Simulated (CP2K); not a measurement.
The system is MgSe.

```
Se Mg
1.0
     3.85444    0.00000    0.00000
     1.92722    3.33804    0.00000
     1.92722    1.11268    3.14714
Se Mg
1 1
Direct
  0.50000 0.50000 0.50000
  0.00000 0.00000 0.00000
```

Base run:

```yaml
Program: CP2K 2026.2
Functional: TB-mBJ
Potentials_or_basis: POTENTIAL_UZH Se GTH-PBE-q6, Mg GTH-PBE-q10; TZVP-MOLOPT-PBE-GTH basis
Density_cutoff: 19048 eV
k_mesh: 8 × 8 × 8
Occupations: fermi-dirac, width 0.0259 eV
Spin: no spin polarisation
```

Its results: band gap on the k mesh 1.91 eV, indirect (least direct gap 2.98 eV).

Q: The run is repeated on the same cell with these changes: functional from TB-mBJ to PBEsol. What comes out?

A: Band gap on the k mesh 1.58 eV, indirect (least direct gap 2.37 eV).

Caveats: the basis of atomic orbitals isn't converged, which shifts pressures, moduli and gaps; this is a model potential without an energy functional, so only levels have meaning (some runs).

Not every run made on this cell is shown here.
